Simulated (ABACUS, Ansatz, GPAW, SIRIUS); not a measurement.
## Cu: programs and potentials compared

```
CELL_PARAMETERS angstrom
1.21846 -3.97638 0.00000
1.21846 3.97638 0.00000
0.00000 0.00000 2.47550
ATOMIC_POSITIONS crystal
Cu 0.86613 0.13387 0.75000
Cu 0.13387 0.86613 0.25000
```

This isn't the form of Cu at room conditions, which is fcc.

Alike in all runs: task single point; functional PBEsol; k mesh 11 × 11 × 11; occupations fermi-dirac, width 0.05 eV; no spin polarisation; no spin-orbit coupling. Pressure is positive in compression and, in plane waves, holds the error of the finite cutoff.

| program and potentials | plane-wave cutoff (eV) | notes | pressure (GPa) |
| --- | --- | --- | --- |
| SIRIUS, PseudoDojo 0.4.1 PBEsol standard (scalar relativistic) | 1254 | 19 valence electrons an atom on average | ? |
| Ansatz, all-electron LAPW, scalar-relativistic | - | - | -1.53 |
| ABACUS, PseudoDojo NC SR 0.4.1 PBEsol standard, plane waves | 1252 | 19 valence electrons an atom on average | -1.74 |
| GPAW, PAW data sets generated for this functional | 600 | 11 valence electrons an atom on average | 0.28 |

Q: Estimate from the other rows what the run with SIRIUS, PseudoDojo 0.4.1 PBEsol standard (scalar relativistic) gave.

A: Pressure -1.73 GPa. The other rows, which needn't bracket it: pressure -1.74 to 0.28.
